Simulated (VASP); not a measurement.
# InP (F-43m) in VASP: notebook

One crystal, InP, is run at these levels: PBE; tasks: single point.

All numbers are computed with VASP 6.6.1; they aren't measurements. Logs are shortened: lines on timing, memory, paths and dates and some standing lists are left out, and cuts for length are marked.

**What was measured.**

A printed reference work, data compilation reports, for a bulk crystal of InP at 1.6 K: band gap 1.4236 eV (direct).

The results are compared with them further down.

## (1) Starting point

The structure is cubic, space group F-43m (No. 216). The conventional cell has a = 5.861 Å, b = 5.861 Å, c = 5.861 Å, α = 90.00°, β = 90.00°, γ = 90.00°. In (site symmetry -43m) has 4 P at 2.54 Å as nearest neighbours. P (site symmetry -43m) is surrounded by 4 In at 2.54 Å.

## (2) Single point, PBE

File INCAR:

```
PREC = Accurate
ENCUT = 520
EDIFF = 1E-7
ISMEAR = -1
SIGMA = 0.02
LREAL = False
LASPH = True
NELM = 60
ALGO = Normal
ISIF = 2
LWAVE = False
LCHARG = False
GGA = PE
NBANDS = 16
```

File KPOINTS:

```
regular mesh
0
Gamma
  6 6 6
```

File POSCAR:

```
InP
1.0
    0.0000000000      2.9305000000      2.9305000000
    2.9305000000      0.0000000000      2.9305000000
    2.9305000000      2.9305000000      0.0000000000
In P
1 1
Direct
    0.0000000000      0.0000000000      0.0000000000
    0.2500000000      0.2500000000      0.2500000000
```

Potentials or basis: VASP PAW PBE potentials, release 64 (In_d, P).

Run with:

```console
$ cat potpaw_PBE.64/In_d/POTCAR potpaw_PBE.64/P/POTCAR > POTCAR
$ mpirun -np 1 vasp_std > vasp.out
```

OUTCAR:

```text
PREC = Accurate
   ENCUT = 520
   EDIFF = 1E-7
   ISMEAR = -1
   LREAL = False
   LASPH = True
   NELM = 60
   ISIF = 2
   GGA = PE

 ion  position               nearest neighbor table
   1  0.000  0.000  0.000-   2 2.54   2 2.54   2 2.54   2 2.54
   2  0.250  0.250  0.250-   1 2.54   1 2.54   1 2.54   1 2.54

  LATTYP: Found a face centered cubic cell.
 ALAT       =     5.8610000000

  Lattice vectors:

 A1 = (   0.0000000000,   2.9305000000,   2.9305000000)
 A2 = (   2.9305000000,   0.0000000000,   2.9305000000)
 A3 = (   2.9305000000,   2.9305000000,   0.0000000000)

Analysis of symmetry for initial positions (statically):
=====================================================================
 Subroutine PRICEL returns:
 Original cell was already a primitive cell.

 Routine SETGRP: Setting up the symmetry group for a
 face centered cubic supercell.

 Subroutine GETGRP returns: Found 24 space group operations
 (whereof 24 operations were pure point group operations)
 out of a pool of 48 trial point group operations.

The static configuration has the point symmetry T_d .

Analysis of symmetry for dynamics (positions and initial velocities):
=====================================================================
 Subroutine PRICEL returns:
 Original cell was already a primitive cell.

 Routine SETGRP: Setting up the symmetry group for a
 face centered cubic supercell.

 Subroutine GETGRP returns: Found 24 space group operations
 (whereof 24 operations were pure point group operations)
 out of a pool of 48 trial point group operations.

The dynamic configuration has the point symmetry T_d .

 Subroutine INISYM returns: Found 24 space group operations
 (whereof 24 operations are pure point group operations),
 and found     1 'primitive' translations

----------------------------------------------------------------------------------------

                                     Primitive cell

  volume of cell :      50.3333

  direct lattice vectors                    reciprocal lattice vectors
     0.000000000  2.930500000  2.930500000    -0.170619348  0.170619348  0.170619348
     2.930500000  0.000000000  2.930500000     0.170619348 -0.170619348  0.170619348
     2.930500000  2.930500000  0.000000000     0.170619348  0.170619348 -0.170619348

  length of vectors
     4.144352845  4.144352845  4.144352845     0.295521380  0.295521380  0.295521380

  position of ions in fractional coordinates (direct lattice)
     0.000000000  0.000000000  0.000000000
     0.250000000  0.250000000  0.250000000

  ion indices of the primitive-cell ions
   primitive index   ion index
                 1           1
                 2           2

----------------------------------------------------------------------------------------

 KPOINTS: regular mesh

Automatic generation of k-mesh.
 Grid dimensions read from file:
 generate k-points for:    6    6    6

 Generating k-lattice:

  Cartesian coordinates                     Fractional coordinates (reciprocal lattice)
    -0.028436558  0.028436558  0.028436558     0.166666667  0.000000000  0.000000000
     0.028436558 -0.028436558  0.028436558     0.000000000  0.166666667  0.000000000
     0.028436558  0.028436558 -0.028436558     0.000000000  0.000000000  0.166666667

  Length of vectors
     0.049253563  0.049253563  0.049253563

  Shift w.r.t. Gamma in fractional coordinates (k-lattice)
     0.000000000  0.000000000  0.000000000

 Subroutine IBZKPT returns following result:
 ===========================================

 Found     16 irreducible k-points:

 Following reciprocal coordinates:
            Coordinates               Weight
  0.000000  0.000000  0.000000      1.000000
  0.166667  0.000000  0.000000      8.000000
  0.333333  0.000000  0.000000      8.000000
  0.500000  0.000000  0.000000      4.000000
  0.166667  0.166667  0.000000      6.000000
  0.333333  0.166667  0.000000     24.000000
[... 8 lines left out ...]
 -0.333333  0.333333  0.166667     24.000000
 -0.333333  0.500000  0.166667     12.000000
   k-points           NKPTS =     16   k-points in BZ     NKDIM =     16   number of bands    NBANDS=     16
   number of dos      NEDOS =    301   number of ions     NIONS =      2
   total plane-waves  NPLWV =  32768
   dimension x,y,z NGX =    32 NGY =   32 NGZ =   32
   dimension x,y,z NGXF=    64 NGYF=   64 NGZF=   64
   ions per type =               1   1
   NGX,Y,Z   is equivalent  to a cutoff of  12.84, 12.84, 12.84 a.u.
   NGXF,Y,Z  is equivalent  to a cutoff of  25.67, 25.67, 25.67 a.u.
 SYSTEM =  unknown system
   PREC   = accura    normal or accurate (medium, high low for compatibility)
   ISTART =      0    job   : 0-new  1-cont  2-samecut
   ICHARG =      2    charge: 1-file 2-atom 10-const
   ISPIN  =      1    spin polarized calculation?
   LNONCOLLINEAR =      F non collinear calculations
   LSORBIT =      F    spin-orbit coupling
   LASPH  =      T    aspherical Exc in radial PAW
   ENCUT  =  520.0 eV  38.22 Ry    6.18 a.u.   7.71  7.71  7.71*2*pi/ulx,y,z
   NELM   =     60;   NELMIN=  2; NELMDL= -5     # of ELM steps
   EDIFF  = 0.1E-06   stopping-criterion for ELM
   LREAL  =      F    real-space projection
   EDIFFG = 0.1E-05   stopping-criterion for IOM
   NSW    =      0    number of steps for IOM
   IBRION =     -1    ionic relax: 0-MD 1-quasi-New 2-CG
   NFREE  =      0    steps in history (QN), initial steepest desc. (CG)
   ISIF   =      2    stress and relaxation
   ISYM   =      2    0-nonsym 1-usesym 2-fastsym
   POTIM  = 0.5000    time-step for ionic-motion
   TEBEG  =    0.0;   TEEND  =   0.0 temperature during run
   PSTRESS=    0.0 pullay stress
   NELECT =      18.0000    total number of electrons
   NUPDOWN=      -1.0000    fix difference up-down
   EMIN   =  10.00;   EMAX   =-10.00  energy-range for DOS
   EFERMI =   0.00;   METHOD = LEGACY
   ISMEAR =    -1;   SIGMA  =   0.02  broadening in eV -4-tet -1-fermi 0-gaus
   EFERMI_NEDOS =   21; number of points for ismear=-14 and -15
   IALGO  =     38    algorithm
   IMIX   =      4    mixing-type and parameters
     AMIX     =   0.40;   BMIX     =  1.00
     AMIX_MAG =   1.60;   BMIX_MAG =  1.00
  volume/ion in A,a.u.               =      25.17       169.83
  Fermi-wavevector in a.u.,A,eV,Ry     =   1.162021  2.195901 18.371846  1.350293
  Thomas-Fermi vector in A             =   2.298587
   LORBIT       =      0    0 simple, 1 ext, 2 COOP (PROOUT), +10 PAW based schemes
   GGA     = PE    functional components
   LHFCALC =     F    Hartree Fock is set to
   AEXX    =    0.0000 exact exchange contribution
   IVDW    =     0    specifies the selected vdW correction
   LEPSILON=     F    determine dielectric tensor
   LRPA    =     F    only Hartree local field effects (RPA)
 non-spin polarized calculation
  energy-cutoff  :      520.00
  volume of cell :       50.33
 maximum number of plane-waves:      1380
   NGX = 15   NGY = 15   NGZ = 15

 number of electron      18.0000005 magnetization

 Free energy of the ion-electron system (eV)
  ---------------------------------------------------
  ext. energy  EPLUGINS =         0.00000000
  ---------------------------------------------------
  free energy    TOTEN  =        -8.37009074 eV

  energy without entropy =       -8.37009074  energy(sigma->0) =       -8.37009074

 E-fermi :   5.5616     XC(G=0):  -9.2800

 val. band max:        5.1955555357   @ k =   0.0000   0.0000   0.0000
 cond. band min:       5.9056033969   @ k =   0.0000   0.0000   0.0000
 fundamental gap:      0.7100478611
 Fermi energy:         5.5615699426

 k-point     1 :       0.0000    0.0000    0.0000
  band No.  band energies     occupation
      1      -8.9978      2.00000
      2      -8.9978      2.00000
      3      -8.9978      2.00000
      4      -8.8460      2.00000
      5      -8.8460      2.00000
      6      -6.3225      2.00000
[... 8 lines left out ...]
     15      14.6413      0.00000
     16      14.6413      0.00000

 k-point     2 :       0.1667    0.0000    0.0000
  band No.  band energies     occupation
      1      -9.0297      2.00000
      2      -8.9854      2.00000
      3      -8.9854      2.00000
      4      -8.8456      2.00000
      5      -8.8456      2.00000
      6      -6.0092      2.00000
[... 8 lines left out ...]
     15      13.8123      0.00000
     16      14.6809      0.00000

 k-point     3 :       0.3333    0.0000    0.0000
  band No.  band energies     occupation
      1      -9.0888      2.00000
      2      -8.9656      2.00000
      3      -8.9656      2.00000
      4      -8.8391      2.00000
      5      -8.8391      2.00000
      6      -5.2005      2.00000
[... 8 lines left out ...]
     15      14.2930      0.00000
     16      14.2930      0.00000

 k-point     4 :       0.5000    0.0000    0.0000
  band No.  band energies     occupation
      1      -9.1166      2.00000
      2      -8.9590      2.00000
      3      -8.9590      2.00000
      4      -8.8324      2.00000
      5      -8.8324      2.00000
      6      -4.5975      2.00000
[... 8 lines left out ...]
     15      15.8362      0.00000
     16      15.8362      0.00000

 k-point     5 :       0.1667    0.1667    0.0000
  band No.  band energies     occupation
      1      -9.0521      2.00000
      2      -8.9726      2.00000
      3      -8.9726      2.00000
      4      -8.8569      2.00000
      5      -8.8373      2.00000
      6      -5.9064      2.00000
[... 8 lines left out ...]
     15      14.8886      0.00000
     16      15.7121      0.00000

 k-point     6 :       0.3333    0.1667    0.0000
  band No.  band energies     occupation
      1      -9.0983      2.00000
      2      -8.9549      2.00000
      3      -8.9496      2.00000
      4      -8.8615      2.00000
      5      -8.8296      2.00000
      6      -5.2549      2.00000
[... 8 lines left out ...]
     15      15.1571      0.00000
     16      15.9640      0.00000

 k-point     7 :       0.5000    0.1667    0.0000
  band No.  band energies     occupation
      1      -9.1245      2.00000
      2      -8.9507      2.00000
      3      -8.9408      2.00000
      4      -8.8501      2.00000
      5      -8.8291      2.00000
      6      -4.4796      2.00000
[... 8 lines left out ...]
     15      15.8887      0.00000
     16      16.1799      0.00000

 k-point     8 :      -0.3333    0.1667    0.0000
  band No.  band energies     occupation
      1      -9.1124      2.00000
      2      -8.9539      2.00000
      3      -8.9484      2.00000
      4      -8.8431      2.00000
      5      -8.8387      2.00000
      6      -4.6967      2.00000
[... 8 lines left out ...]
     15      15.2537      0.00000
     16      16.3405      0.00000

 k-point     9 :      -0.1667    0.1667    0.0000
  band No.  band energies     occupation
      1      -9.0700      2.00000
      2      -8.9707      2.00000
      3      -8.9651      2.00000
      4      -8.8512      2.00000
      5      -8.8385      2.00000
      6      -5.5248      2.00000
[... 8 lines left out ...]
     15      14.6559      0.00000
     16      16.1535      0.00000

 k-point    10 :       0.3333    0.3333    0.0000
  band No.  band energies     occupation
      1      -9.1431      2.00000
      2      -8.9203      2.00000
      3      -8.9203      2.00000
      4      -8.8829      2.00000
      5      -8.8197      2.00000
      6      -4.8212      2.00000
[... 8 lines left out ...]
     15      15.5191      0.00000
     16      18.5667      0.00000

 k-point    11 :       0.5000    0.3333    0.0000
  band No.  band energies     occupation
      1      -9.1599      2.00000
      2      -8.9171      2.00000
      3      -8.9074      2.00000
      4      -8.8808      2.00000
      5      -8.8189      2.00000
      6      -4.1650      2.00000
[... 8 lines left out ...]
     15      16.0526      0.00000
     16      17.2215      0.00000

 k-point    12 :      -0.3333    0.3333    0.0000
  band No.  band energies     occupation
      1      -9.1406      2.00000
      2      -8.9369      2.00000
      3      -8.9184      2.00000
      4      -8.8602      2.00000
      5      -8.8340      2.00000
      6      -4.0900      2.00000
[... 8 lines left out ...]
     15      14.4085      0.00000
     16      18.3516      0.00000

 k-point    13 :       0.5000    0.5000    0.0000
  band No.  band energies     occupation
      1      -9.1828      2.00000
      2      -8.8973      2.00000
      3      -8.8932      2.00000
      4      -8.8932      2.00000
      5      -8.8109      2.00000
      6      -3.9429      2.00000
[... 8 lines left out ...]
     15      15.9570      0.00000
     16      17.0103      0.00000

 k-point    14 :       0.5000    0.3333    0.1667
  band No.  band energies     occupation
      1      -9.1298      2.00000
      2      -8.9434      2.00000
      3      -8.9249      2.00000
      4      -8.8655      2.00000
      5      -8.8277      2.00000
      6      -4.5706      2.00000
[... 8 lines left out ...]
     15      16.3102      0.00000
     16      16.9331      0.00000

 k-point    15 :      -0.3333    0.3333    0.1667
  band No.  band energies     occupation
      1      -9.1395      2.00000
      2      -8.9439      2.00000
      3      -8.9141      2.00000
      4      -8.8599      2.00000
      5      -8.8326      2.00000
      6      -4.0889      2.00000
[... 8 lines left out ...]
     15      16.2982      0.00000
     16      16.7651      0.00000

 k-point    16 :      -0.3333    0.5000    0.1667
  band No.  band energies     occupation
      1      -9.1588      2.00000
      2      -8.9255      2.00000
      3      -8.9013      2.00000
      4      -8.8743      2.00000
      5      -8.8241      2.00000
      6      -3.8840      2.00000
[... 8 lines left out ...]
     15      16.4509      0.00000
     16      17.1512      0.00000

------------------------ aborting loop because EDIFF is reached ----------------------------------------

  FORCE on cell =-STRESS in cart. coord.  units (eV):
  Direction    XX          YY          ZZ          XY          YZ          ZX
  --------------------------------------------------------------------------------------
  -------------------------------------------------------------------------------------
  Total        1.0317964      1.0317964      1.0317964     -0.0000000     -0.0000000      0.0000000
  in kB       32.8434979     32.8434979     32.8434979     -0.0000000     -0.0000000      0.0000000
  external PRESSURE =      32.8434979 kB  Pullay stress =       0.0000000 kB

 VOLUME and BASIS-vectors are now :
 -----------------------------------------------------------------------------
  energy-cutoff  :      520.00
  volume of cell :       50.33
      direct lattice vectors                 reciprocal lattice vectors
     0.000000000  2.930500000  2.930500000    -0.170619348  0.170619348  0.170619348
     2.930500000  0.000000000  2.930500000     0.170619348 -0.170619348  0.170619348
     2.930500000  2.930500000  0.000000000     0.170619348  0.170619348 -0.170619348

 POSITION                                       TOTAL-FORCE (eV/Angst)
 -----------------------------------------------------------------------------------
      0.00000      0.00000      0.00000        -0.000000      0.000000      0.000000
      1.46525      1.46525      1.46525         0.000000     -0.000000     -0.000000
 -----------------------------------------------------------------------------------
    total drift:                               -0.000000     -0.000000     -0.000000

  FREE ENERGIE OF THE ION-ELECTRON SYSTEM (eV)
  ---------------------------------------------------
  free  energy   TOTEN  =        -8.3700907446 eV

  energy  without entropy=       -8.3700907444  energy(sigma->0) =       -8.37009074
```

Wall time 16 s (1 thread of AMD EPYC 7R43 (Zen 3), shared host); peak memory 0.13 GiB.

What came out:

- Free energy: -8.3701 eV
- Pressure: 3.3 GPa
- Band gap on the k mesh: 0.71 eV, direct

Levels at points of the mesh, in eV from the valence-band top:
| k point | band 7 | band 8 | band 9 | band 10 | band 11 | band 12 |
| --- | --- | --- | --- | --- | --- | --- |
| (0.00, 0.00, 0.00) | 0.00 | 0.00 | 0.00 | 0.71 | 4.09 | 4.09 |
| (0.50, 0.00, 0.00) | -5.73 | -0.97 | -0.97 | 1.50 | 4.81 | 4.81 |
| (0.50, 0.50, 0.00) | -5.75 | -2.32 | -2.32 | 1.76 | 2.26 | 9.21 |

Caveat: spin-orbit coupling is left out, which moves the levels of the heavy elements.

## (3) Single point, PBE

INCAR, as its differences from that of step 2:

```diff
@@ -2,3 +2,3 @@
 ENCUT = 520
-EDIFF = 1E-7
+EDIFF = 1E-6
 ISMEAR = -1
@@ -8,3 +8,3 @@
 NELM = 60
-ALGO = Normal
+ALGO = Fast
 ISIF = 2
```

File KPOINTS:

```
Automatic mesh
0
Gamma
  8 8 8
```

POSCAR is that of step 2.

Potentials or basis: VASP PAW PBE potentials, release 64 (In_d, P).

Run with:

```console
$ cat potpaw_PBE.64/In_d/POTCAR potpaw_PBE.64/P/POTCAR > POTCAR
$ mpirun -np 1 vasp_std > vasp.out
```

Run time: 30 s. Hardware: 1 thread of Intel Xeon Platinum 8375C at 2.90GHz (Ice Lake), shared host; peak memory 0.18 GiB.

The run converged. Its results:

```yaml
Free_energy: -8.3808 eV
Pressure: 3.2 GPa
Band_gap_on_the_k_mesh: 0.71 eV, direct
```

Levels at points of the mesh, in eV from the valence-band top:
```csv
k point,band 5,band 6,band 7,band 8,band 9,band 10,band 11,band 12,band 13,band 14
"(0.00, 0.00, 0.00)",-14.03,-11.52,0.00,0.00,0.00,0.71,4.09,4.09,4.09,8.58
"(0.50, 0.00, 0.00)",-14.02,-9.79,-5.73,-0.97,-0.97,1.50,4.81,4.81,7.10,9.48
"(0.50, 0.50, 0.00)",-14.00,-9.14,-5.75,-2.32,-2.32,1.76,2.27,9.21,9.60,9.60
```

Caveat: spin-orbit coupling is left out, which moves the levels of the heavy elements.

## (4) Comparison with measurements

Step 2. Measured gap of InP: 1.4236 eV (direct; 1.6 K; a printed reference work, data compilation). This calculation gives 0.71 eV (-0.71 eV). Spin-orbit coupling on In is left out. The value is that of PBE, without temperature or zero-point motion. Semilocal functionals fall short of measured gaps as a rule.

Step 3. Measured gap of InP: 1.4236 eV (direct; 1.6 K; a printed reference work, data compilation). This calculation gives 0.71 eV (-0.71 eV). Spin-orbit coupling on In is left out. The value is that of PBE, without temperature or zero-point motion. Semilocal functionals fall short of measured gaps as a rule.
